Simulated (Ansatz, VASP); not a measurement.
## Two plane-wave programs on MgS

```
CELL_PARAMETERS angstrom
4.03462 0.00000 0.00000
-2.01731 3.49409 0.00000
0.00000 0.00000 6.43229
ATOMIC_POSITIONS crystal
Mg 0.66667 0.33333 0.49575
Mg 0.33333 0.66667 0.99575
S 0.33333 0.66667 0.37924
S 0.66667 0.33333 0.87924
```

The cell comes from a database or a generator and needn't be the stable form of this composition.

Alike in both runs: task single point; functional PBEsol; k mesh 9 × 9 × 4; occupations gaussian, width 0.05 eV; no spin polarisation.

|  | VASP | Ansatz |
| --- | --- | --- |
| version | VASP 6.6.1 | Ansatz 0.2.0 |
| potentials or method | VASP PAW PBE potentials, release 64 (Mg, S) | scalar-relativistic, plane waves, PAW |
| plane-wave cutoff (eV) | 520 | 420 |
| valence electrons in the cell | 16 | 32 |

|  | VASP | Ansatz | Ansatz less VASP |
| --- | --- | --- | --- |
| gap on the k mesh at the Fermi level (eV) | 3.27 | 3.27 | -0.002 |
| least direct gap on the mesh (eV) | 3.27 | 3.27 | -0.002 |
| pressure (GPa) | -0.4 | -0.3 | +0.09 |
| largest component of the traceless stress (GPa) | 0.22 | 0.22 | +0.006 |
| rms of the force components (eV/Å) | 0.026 | 0.026 | -0.0003 |

Atom by atom the forces differ by 0.000 eV/Å (rms over components). The two sets of potentials don't hold the same shells in valence.

Caveats: the PAW data sets were made with another functional, which shifts forces and pressure a little (VASP). PBEsol gaps usually lie below the measured ones, often by a third to a half.
